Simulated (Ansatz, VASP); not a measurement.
## One calculation of S8, two programs

```
S
1.0
    13.80000    0.00000    0.00000
     0.00000   14.00000    0.00000
     0.00000    0.00000   10.40000
S
8
Direct
  0.32760 0.50000 0.45311
  0.37810 0.37984 0.54689
  0.37810 0.62016 0.54689
  0.50000 0.33007 0.45311
  0.50000 0.66993 0.45311
  0.62190 0.37984 0.54689
  0.62190 0.62016 0.54689
  0.67240 0.50000 0.45311
```

Alike in both runs: functional PBE; dispersion D3(BJ); k mesh 1 × 1 × 1; occupations gaussian, width 0.01 eV; no spin polarisation.

Ansatz relaxed the structure, and its values are those at the end. VASP's run is a single point on that final structure, the one shown.

|  | VASP | Ansatz |
| --- | --- | --- |
| version | VASP 6.6.1 | Ansatz 0.2.0 |
| potentials or method | VASP PAW PBE potentials, release 64 (S) | scalar-relativistic, plane waves, PAW |
| plane-wave cutoff (eV) | 520 | 420 |
| valence electrons in the cell | 48 | 48 |

```tsv
	VASP	Ansatz	Ansatz less VASP
gap on the k mesh at the Fermi level (eV)	3.35	3.30	-0.050
least direct gap on the mesh (eV)	3.35	3.30	-0.050
rms of the force components (eV/Å)	0.065	0.001	-0.0638
```

As with any semilocal functional, this PBE gap is likely too small.
